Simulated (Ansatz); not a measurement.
The system is CuO (Tenorite).

```xyz
4
Lattice="2.3447 -1.7134 0.0000 2.3447 1.7134 0.0000 -0.8606 0.0000 5.0594" Properties=species:S:1:pos:R:3 pbc="T T T"
Cu    0.7420   -0.8457    2.5297
Cu    1.1723    0.8457    0.0000
O     1.6421    0.2841    3.8133
O     2.0724   -0.2841    1.2836
```

Base run:

* Program: Ansatz 0.2.0
* Functional: PBEsol
* Potentials or basis: all-electron LAPW, scalar-relativistic
* Cutoff: 426 eV (chosen from the basis error)
* Basis error allowed: 0.002 eV/atom
* k mesh: 10 × 10 × 5
* Occupations: fermi-dirac, width 0.05 eV
* Spin: no spin polarisation
* Hubbard terms: Cu d U = 2 eV

Its results: band gap on the k mesh none (metal or under the smearing width); pressure -1.9 GPa; largest force 0.757 eV/Å.

Q: After a change of settings the same cell gave: band gap on the k mesh none (metal or under the smearing width); pressure -0.8 GPa; largest force 0.779 eV/Å. Which change was it?
A. hubbard terms from Cu d U = 2 eV to none
B. hubbard terms from Cu d U = 2 eV to Cu d U = 8 eV
C. hubbard terms from Cu d U = 2 eV to Cu d U = 4 eV

A: C.

Caveats: U is the effective U less J, on atomic orbitals that reach past the spheres; the run has no spin polarisation, though such a crystal can be magnetic; U without spin polarisation on a metal has little footing.
